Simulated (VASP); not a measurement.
SnS:

```
Sn S
1.0
    11.20000    0.00000    0.00000
     0.00000    3.98700    0.00000
     0.00000    0.00000    4.33400
Sn S
4 4
Cartesian
  1.3373 0.9968 0.5192
  4.2627 2.9903 2.6862
  6.9373 0.9968 1.6478
  9.8627 2.9903 3.8148
  9.5290 0.9968 2.0773
  7.2710 2.9903 4.2443
  3.9290 0.9968 0.0897
  1.6710 2.9903 2.2567
```

| Item | Value |
| --- | --- |
| Program | VASP 6.6.1 |
| Task | relaxation of cell and atoms |
| Functional | PBE |
| Dispersion | D3(BJ) |
| Potentials or basis | VASP PAW PBE potentials, release 64 (Sn_d, S) |
| Cutoff | 600 eV |
| k mesh | 4 × 8 × 6 |
| Occupations | gaussian, width 0.03 eV |
| Spin | no spin polarisation |

At the start: pressure -0.0 GPa; volume 24.19 Å³/atom.

Where does the relaxation end?

Over 15 steps the energy falls by 2.2 meV/atom and the volume is 23.74 Å³/atom (-1.9 %); space group Pnma (No. 62, to 0.05 Å).

The path:
```tsv
step	energy change (eV)	largest force (eV/Å)	pressure (GPa)	volume (Å³)
1	0.0000	0.1412	-0.01	193.53
2	-0.0056	0.0792	-0.24	193.48
3	-0.0082	0.0312	-0.54	193.41
4	-0.0116	0.0292	-0.37	192.41
5	-0.0148	0.0325	0.17	189.40
6	-0.0150	0.0312	0.07	190.01
7	-0.0158	0.0240	0.04	190.02
8	-0.0162	0.0182	0.01	190.03
9	-0.0165	0.0163	0.01	190.06
10	-0.0169	0.0179	-0.02	190.14
11	-0.0169	0.0185	-0.04	190.15
12	-0.0171	0.0156	0.02	189.96
13	-0.0171	0.0169	0.06	189.84
14	-0.0172	0.0144	0.04	189.86
15	-0.0173	0.0067	0.00	189.91
```

Final structure:
```
Sn S
1.0
    11.13645    0.00000    0.00000
     0.00000    3.99782    0.00000
     0.00000    0.00000    4.26568
Sn S
4 4
Direct
  0.11814 0.25000 0.11412
  0.38186 0.75000 0.61412
  0.61814 0.25000 0.38588
  0.88186 0.75000 0.88588
  0.85310 0.25000 0.47336
  0.64690 0.75000 0.97335
  0.35310 0.25000 0.02664
  0.14690 0.75000 0.52665
```
